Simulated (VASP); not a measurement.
# TiN (Osbornite) (Fm-3m) in VASP: further runs

One crystal, TiN (Osbornite), is run at these levels: AM05, r2SCAN; tasks: relaxation of cell and atoms.

Program: VASP 6.6.1. These are calculated values, not measurements. Logs are shortened: lines on timing, memory, paths and dates and some standing lists are left out, and cuts for length are marked.

### 1 Starting point

The structure is cubic, space group Fm-3m (No. 225). Conventional cell: a = 4.238 Å, b = 4.238 Å, c = 4.238 Å, α = 90.00°, β = 90.00°, γ = 90.00°. Ti (site symmetry m-3m) is surrounded by 6 N at 2.12 Å. N (site symmetry m-3m) has 6 Ti at 2.12 Å as nearest neighbours.

### 2 Relaxation of cell and atoms, AM05

INCAR reads:

```
ALGO = Normal
EDIFF = 1E-6
EDIFFG = -0.01
ENCUT = 600
GGA = AM
IBRION = 2
ISIF = 3
ISMEAR = 1
LASPH = T
LCHARG = F
LREAL = F
LWAVE = F
NELM = 80
NSW = 90
PREC = Accurate
SIGMA = 0.1
```

KPOINTS reads:

```
k-points
0
Gamma
  16 16 16
```

POSCAR reads:

```
TiN
1.0
    0.0000000000      2.1190000000      2.1190000000
    2.1190000000      0.0000000000      2.1190000000
    2.1190000000      2.1190000000      0.0000000000
Ti N
1 1
Direct
    0.0000000000      0.0000000000      0.0000000000
    0.5000000000      0.5000000000      0.5000000000
```

Potentials or basis: VASP PAW PBE potentials, release 64 (Ti_sv, N).

Run with:

```
$ cat potpaw_PBE.64/Ti_sv/POTCAR potpaw_PBE.64/N/POTCAR > POTCAR
$ mpirun -np 1 vasp_std > vasp.out
```

OUTCAR:

```text
EDIFF = 1E-6
   EDIFFG = -0.01
   ENCUT = 600
   GGA = AM
   IBRION = 2
   ISIF = 3
   ISMEAR = 1
   LASPH = T
   LREAL = F
   NELM = 80
   NSW = 90
   PREC = Accurate

 ion  position               nearest neighbor table
   1  0.000  0.000  0.000-   2 2.12   2 2.12   2 2.12   2 2.12   2 2.12   2 2.12
   2  0.500  0.500  0.500-   1 2.12   1 2.12   1 2.12   1 2.12   1 2.12   1 2.12

  LATTYP: Found a face centered cubic cell.
 ALAT       =     4.2380000000

  Lattice vectors:

 A1 = (   0.0000000000,   2.1190000000,   2.1190000000)
 A2 = (   2.1190000000,   0.0000000000,   2.1190000000)
 A3 = (   2.1190000000,   2.1190000000,   0.0000000000)

Analysis of symmetry for initial positions (statically):
=====================================================================
 Subroutine PRICEL returns:
 Original cell was already a primitive cell.

 Routine SETGRP: Setting up the symmetry group for a
 face centered cubic supercell.

 Subroutine GETGRP returns: Found 48 space group operations
 (whereof 48 operations were pure point group operations)
 out of a pool of 48 trial point group operations.

The static configuration has the point symmetry O_h .

Analysis of symmetry for dynamics (positions and initial velocities):
=====================================================================
 Subroutine PRICEL returns:
 Original cell was already a primitive cell.

 Routine SETGRP: Setting up the symmetry group for a
 face centered cubic supercell.

 Subroutine GETGRP returns: Found 48 space group operations
 (whereof 48 operations were pure point group operations)
 out of a pool of 48 trial point group operations.

The dynamic configuration has the point symmetry O_h .

 Subroutine INISYM returns: Found 48 space group operations
 (whereof 48 operations are pure point group operations),
 and found     1 'primitive' translations

----------------------------------------------------------------------------------------

                                     Primitive cell

  volume of cell :      19.0293

  direct lattice vectors                    reciprocal lattice vectors
     0.000000000  2.119000000  2.119000000    -0.235960359  0.235960359  0.235960359
     2.119000000  0.000000000  2.119000000     0.235960359 -0.235960359  0.235960359
     2.119000000  2.119000000  0.000000000     0.235960359  0.235960359 -0.235960359

  length of vectors
     2.996718539  2.996718539  2.996718539     0.408695330  0.408695330  0.408695330

  position of ions in fractional coordinates (direct lattice)
     0.000000000  0.000000000  0.000000000
     0.500000000  0.500000000  0.500000000

  ion indices of the primitive-cell ions
   primitive index   ion index
                 1           1
                 2           2

----------------------------------------------------------------------------------------

 KPOINTS: k-points

Automatic generation of k-mesh.
 Grid dimensions read from file:
 generate k-points for:   16   16   16

 Generating k-lattice:

  Cartesian coordinates                     Fractional coordinates (reciprocal lattice)
    -0.014747522  0.014747522  0.014747522     0.062500000  0.000000000  0.000000000
     0.014747522 -0.014747522  0.014747522     0.000000000  0.062500000  0.000000000
     0.014747522  0.014747522 -0.014747522     0.000000000  0.000000000  0.062500000

  Length of vectors
     0.025543458  0.025543458  0.025543458

  Shift w.r.t. Gamma in fractional coordinates (k-lattice)
     0.000000000  0.000000000  0.000000000

 Subroutine IBZKPT returns following result:
 ===========================================

 Found    145 irreducible k-points:

 Following reciprocal coordinates:
            Coordinates               Weight
  0.000000  0.000000  0.000000      1.000000
  0.062500  0.000000  0.000000      8.000000
  0.125000  0.000000  0.000000      8.000000
  0.187500  0.000000  0.000000      8.000000
  0.250000  0.000000  0.000000      8.000000
  0.312500  0.000000  0.000000      8.000000
[... 16 lines left out ...]
 -0.125000  0.062500  0.000000     24.000000
 -0.062500  0.062500  0.000000     12.000000
 [... further k-points ...]
   k-points           NKPTS =    145   k-points in BZ     NKDIM =    145   number of bands    NBANDS=     12
   number of dos      NEDOS =    301   number of ions     NIONS =      2
   total plane-waves  NPLWV =  13824
   dimension x,y,z NGX =    24 NGY =   24 NGZ =   24
   dimension x,y,z NGXF=    48 NGYF=   48 NGZF=   48
   ions per type =               1   1
   NGX,Y,Z   is equivalent  to a cutoff of  13.31, 13.31, 13.31 a.u.
   NGXF,Y,Z  is equivalent  to a cutoff of  26.63, 26.63, 26.63 a.u.
 SYSTEM =  unknown system
   PREC   = accura    normal or accurate (medium, high low for compatibility)
   ISTART =      0    job   : 0-new  1-cont  2-samecut
   ICHARG =      2    charge: 1-file 2-atom 10-const
   ISPIN  =      1    spin polarized calculation?
   LNONCOLLINEAR =      F non collinear calculations
   LSORBIT =      F    spin-orbit coupling
   LASPH  =      T    aspherical Exc in radial PAW
   ENCUT  =  600.0 eV  44.10 Ry    6.64 a.u.   5.99  5.99  5.99*2*pi/ulx,y,z
   NELM   =     80;   NELMIN=  2; NELMDL= -5     # of ELM steps
   EDIFF  = 0.1E-05   stopping-criterion for ELM
   LREAL  =      F    real-space projection
   EDIFFG = -.1E-01   stopping-criterion for IOM
   NSW    =     90    number of steps for IOM
   IBRION =      2    ionic relax: 0-MD 1-quasi-New 2-CG
   NFREE  =      1    steps in history (QN), initial steepest desc. (CG)
   ISIF   =      3    stress and relaxation
   ISYM   =      2    0-nonsym 1-usesym 2-fastsym
   POTIM  = 0.5000    time-step for ionic-motion
   TEBEG  =    0.0;   TEEND  =   0.0 temperature during run
   PSTRESS=    0.0 pullay stress
   NELECT =      17.0000    total number of electrons
   NUPDOWN=      -1.0000    fix difference up-down
   EMIN   =  10.00;   EMAX   =-10.00  energy-range for DOS
   EFERMI =   0.00;   METHOD = LEGACY
   ISMEAR =     1;   SIGMA  =   0.10  broadening in eV -4-tet -1-fermi 0-gaus
   EFERMI_NEDOS =   21; number of points for ismear=-14 and -15
   IALGO  =     38    algorithm
   IMIX   =      4    mixing-type and parameters
     AMIX     =   0.40;   BMIX     =  1.00
     AMIX_MAG =   1.60;   BMIX_MAG =  1.00
  volume/ion in A,a.u.               =       9.51        64.21
  Fermi-wavevector in a.u.,A,eV,Ry     =   1.576704  2.979539 33.824024  2.485996
  Thomas-Fermi vector in A             =   2.677497
   LORBIT       =      0    0 simple, 1 ext, 2 COOP (PROOUT), +10 PAW based schemes
   GGA     = AM    functional components
   LHFCALC =     F    Hartree Fock is set to
   AEXX    =    0.0000 exact exchange contribution
   IVDW    =     0    specifies the selected vdW correction
   LEPSILON=     F    determine dielectric tensor
   LRPA    =     F    only Hartree local field effects (RPA)
 conjugate gradient relaxation of ions
 non-spin polarized calculation
 Methfessel and Paxton  Order N= 1 SIGMA  =   0.10
  energy-cutoff  :      600.00
  volume of cell :       19.03
 maximum number of plane-waves:       652
   NGX = 11   NGY = 11   NGZ = 11

--------------------------------------- Ionic step        1  -------------------------------------------

 number of electron      17.0000001 magnetization

 Free energy of the ion-electron system (eV)
  ---------------------------------------------------
  ext. energy  EPLUGINS =         0.00000000
  ---------------------------------------------------
  free energy    TOTEN  =       -20.27905484 eV

  energy without entropy =      -20.27769513  energy(sigma->0) =      -20.27860160

------------------------ aborting loop because EDIFF is reached ----------------------------------------

  FORCE on cell =-STRESS in cart. coord.  units (eV):
  Direction    XX          YY          ZZ          XY          YZ          ZX
  --------------------------------------------------------------------------------------
  -------------------------------------------------------------------------------------
  Total       -0.8773765     -0.8773765     -0.8773765      0.0000000     -0.0000000      0.0000000
  in kB      -73.8709576    -73.8709576    -73.8709576      0.0000000     -0.0000000      0.0000000
  external PRESSURE =     -73.8709576 kB  Pullay stress =       0.0000000 kB
[... 57 lines left out ...]
  energy  without entropy=      -20.2634191376  energy(sigma->0) =      -20.26437691

--------------------------------------- Ionic step        3  -------------------------------------------

 number of electron      16.9999998 magnetization

 Free energy of the ion-electron system (eV)
  ---------------------------------------------------
  ext. energy  EPLUGINS =         0.00000000
  ---------------------------------------------------
  free energy    TOTEN  =       -20.29056846 eV

  energy without entropy =      -20.28917391  energy(sigma->0) =      -20.29010361

 E-fermi :  11.7183     XC(G=0): -13.3685

 val. band max:       11.7136743881   @ k =   0.3750   0.1250   0.0000
 cond. band min:      11.7207985997   @ k =  -0.1875   0.0625   0.0000
 fundamental gap:      0.0071242116
 Fermi energy:        11.7183426604

 k-point     1 :       0.0000    0.0000    0.0000
  band No.  band energies     occupation
      1     -45.7527      2.00000
      2     -21.8789      2.00000
      3     -21.8789      2.00000
      4     -21.8789      2.00000
      5      -5.4666      2.00000
      6       9.6611      2.00000
      7       9.6611      2.00000
      8       9.6611      2.00000
      9      11.0540      2.00000
     10      11.0540      2.00000
     11      11.0540      2.00000
     12      12.3022     -0.00000
[... 331 lines left out ...]
 k-point    24 :      -0.0625    0.0625    0.0000
  band No.  band energies     occupation
      1     -45.7415      2.00000
      2     -21.9492      2.00000
      3     -21.8968      2.00000
      4     -21.8799      2.00000
      5      -5.2536      2.00000
      6       8.5498      2.00000
      7       8.7725      2.00000
      8       9.0954      2.00000
      9      11.1767      2.00000
     10      11.4885      2.00542
     11      11.6013      2.06993
     12      12.7665     -0.00000

 [... further k-points ...]
[... 5 lines left out ...]
  --------------------------------------------------------------------------------------
  -------------------------------------------------------------------------------------
  Total       -0.0060157     -0.0060157     -0.0060157      0.0000000     -0.0000000      0.0000000
  in kB       -0.5197341     -0.5197341     -0.5197341      0.0000000     -0.0000000      0.0000000
  external PRESSURE =      -0.5197341 kB  Pullay stress =       0.0000000 kB
[... 17 lines left out ...]
  FREE ENERGIE OF THE ION-ELECTRON SYSTEM (eV)
  ---------------------------------------------------
  free  energy   TOTEN  =       -20.2905684583 eV

  energy  without entropy=      -20.2891739120  energy(sigma->0) =      -20.29010361

 reached required accuracy - stopping structural energy minimisation
```

Run time: 53 s. Hardware: 1 thread of Intel Xeon Platinum 8488C (Sapphire Rapids), shared host; peak memory 0.18 GiB.

What came out:

```
Free energy                            : -20.2906 eV
Relaxed volume                         : 9.27 Å³/atom
Relaxed cell                           : a = 2.971 Å, b = 2.971 Å, c = 2.971 Å, α = 60.00°, β = 60.00°, γ = 60.00°
Space group after relaxing (to 0.05 Å) : Fm-3m (No. 225)
Energy gained by relaxing              : 5.8 meV/atom
Ionic steps                            : 3
Pressure after relaxing                : -0.1 GPa
Band gap on the k mesh                 : none (metal or under the smearing width)
```

The path:
| step | energy change (eV) | largest force (eV/Å) | pressure (GPa) | volume (Å³) |
| --- | --- | --- | --- | --- |
| 1 | 0.0000 | 0.0000 | -7.39 | 19.03 |
| 2 | 0.0142 | 0.0000 | 12.28 | 17.85 |
| 3 | -0.0115 | 0.0000 | -0.05 | 18.54 |

Final structure:
```
Ti N
1.0
     0.00000    2.10086    2.10086
     2.10086    0.00000    2.10086
     2.10086    2.10086    0.00000
Ti N
1 1
Direct
  0.00000 0.00000 0.00000
  0.50000 0.50000 0.50000
```

Caveat: the PAW data sets were made with another functional, which shifts forces and pressure a little.

### 3 Relaxation of cell and atoms, AM05

This run uses another cell than the first one, of 9.27 Å³/atom, 0.975 times its volume.

INCAR: that of step 2 with these lines changed.

```diff
@@ -1,4 +1,4 @@
 ALGO = Normal
-EDIFF = 1E-6
-EDIFFG = -0.01
+EDIFF = 1E-7
+EDIFFG = -0.005
 ENCUT = 600
```

KPOINTS is that of step 2.

POSCAR reads:

```
TiN                                     
1.0
    0.0000000000      2.1008555047      2.1008555047
    2.1008555047     -0.0000000000      2.1008555047
    2.1008555047      2.1008555047     -0.0000000000
  Ti              N             
     1     1
Direct
     0.0000000000000000    0.0000000000000000    0.0000000000000000
     0.5000000000000000    0.5000000000000000    0.5000000000000000
```

Potentials or basis: VASP PAW PBE potentials, release 64 (Ti_sv, N).

Run with:

```
$ cat potpaw_PBE.64/Ti_sv/POTCAR potpaw_PBE.64/N/POTCAR > POTCAR
$ mpirun -np 1 vasp_std > vasp.out
```

Wall time 23 s (1 thread of Intel Xeon Platinum 8488C (Sapphire Rapids), shared host); peak memory 0.17 GiB.

Results (log left out):

```yaml
Free_energy: -20.2896 eV
Pressure_after_relaxing: -0.1 GPa
Band_gap_on_the_k_mesh: none (metal or under the smearing width)
```

Final structure:
```
Ti N
1.0
     0.00000    2.10086    2.10086
     2.10086    0.00000    2.10086
     2.10086    2.10086    0.00000
Ti N
1 1
Direct
  0.00000 0.00000 0.00000
  0.50000 0.50000 0.50000
```

Levels at points of the mesh, in eV from the Fermi level:
| k point | band 5 | band 6 | band 7 | band 8 | band 9 | band 10 | band 11 | band 12 |
| --- | --- | --- | --- | --- | --- | --- | --- | --- |
| (0.00, 0.00, 0.00) | -17.18 | -2.06 | -2.06 | -2.06 | -0.66 | -0.66 | -0.66 | 0.58 |
| (0.50, 0.00, 0.00) | -14.55 | -8.30 | -5.64 | -5.64 | 1.77 | 1.77 | 2.48 | 5.99 |
| (0.50, 0.50, 0.00) | -15.74 | -5.92 | -3.26 | -3.26 | -3.26 | 1.71 | 2.51 | 2.51 |

Caveat: the relaxation stopped at its first step, so nothing moved; the PAW data sets were made with another functional, which shifts forces and pressure a little.

(Part 1 of 2 ends here.)
